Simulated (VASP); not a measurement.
Runs of VASP 6.6.1 on C. It takes space group Fd-3m (No. 227, cubic). The conventional cell has a = 3.567 Å, b = 3.567 Å, c = 3.567 Å, α = 90.00°, β = 90.00°, γ = 90.00°. C (site symmetry -43m) is surrounded by 4 C at 1.54 Å. This isn't the form of C at room conditions, which is graphite.

| level | potentials or basis | k mesh | grid for exact exchange (PRECFOCK) | screening parameter | gap on the mesh (eV) | pressure (GPa) |
| --- | --- | --- | --- | --- | --- | --- |
| PBEsol | VASP PAW PBE potentials, release 64 (C) | 11 × 11 × 11 | - | - | 4.00 | -3.8 |
| HSE06 | VASP PAW PBE potentials, release 64 (C) | 8 × 8 × 8 | Fast | 0.2 1/A | 5.30 | -7.4 |
| LDA | VASP PAW LDA potentials, release 64 (C) | 11 × 11 × 11 | - | - | 4.10 | (a) |
| r2SCAN | VASP PAW PBE potentials, release 64 (C) | 11 × 11 × 11 | - | - | 4.32 | -1.3 |
| PBE | VASP PAW PBE potentials, release 64 (C) | 11 × 11 × 11 | - | - | (c) | (b) |

Alike in all rows: task single point; no spin polarisation; cell as given; cutoff (eV) 520; smearing fermi-dirac 0.02 eV.

**Question.** Fill in the values left out.

**Answer.** (a) -11.6; (b) 2.5; (c) 4.13.

Caveats: an odd mesh through Γ misses points on the zone boundary, where band edges often lie (some runs); the PAW data sets were made with another functional, which shifts forces and pressure a little (some runs).
